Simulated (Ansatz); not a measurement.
Runs of Ansatz 0.2.0 on TaS2. It takes space group P-3m1 (No. 164, trigonal). The conventional cell has a = 3.350 Å, b = 3.350 Å, c = 5.860 Å, α = 90.00°, β = 90.00°, γ = 120.00°. Ta (site symmetry -3m) has 6 S at 2.43 Å as nearest neighbours. S (site symmetry 3m) is surrounded by 3 Ta at 2.43 Å. 

```csv
task,level,spin,cell,k mesh,cutoff (eV),smearing,search for lower states,other functionals evaluated on the density,basis error allowed,other keys,mesh quality,gap on the mesh (eV),pressure (GPa),largest force (eV/Å)
relaxation of cell and atoms,RPBE-LYP,"collinear, random start",relaxed,9 × 9 × 5,-,cold 0.025 eV,off,-,0.001 eV/atom,scf.occupations.method = cold; scf.occupations.width = 0.025,not flagged,none,0.0,-
single point,PBE,off,as given,6 × 6 × 4,258,fermi-dirac 0.04 eV,-,-,0.002 eV/atom,-,coarse,none,9.3,1.13
single point,PBE+D3(BJ),off,volume scaled by 0.88,-,316,fermi-dirac 0.1 eV,-,"LDA, PBEsol, RPBE",0.001 eV/atom,-,not flagged,none,(a),3.85
elastic constants,revPBE-LDA,off,as given,7 × 7 × 4,306,fermi-dirac 0.01 eV,-,-,0.001 eV/atom,-,coarse,none,(b),-
```

Alike in all rows: potentials or basis all-electron LAPW, scalar-relativistic.

Estimate the missing entries.

(a) 30.4; (b) 11.8.

Caveats: some runs use coarse meshes; the k mesh is thin for a metal, which can move the energy by tens of meV per atom (some runs); the starting moments weren't kept (some runs); this functional lacks dispersion, which binds the layers, so the pressure and a relaxed spacing across them are unreliable (some runs); forces of over 1 eV/Å show positions far from the minimum, so gaps and moduli don't describe the material at rest (some runs); pairwise dispersion overbinds metals, which lowers pressure and volume (some runs); a metal's response needs a denser mesh (some runs).

A k mesh can miss the band edges, and the runs leave out spin-orbit coupling on Ta.

A gap of «none» marks a metal or a gap under the smearing width.

The runs don't all hold the same shells in valence.
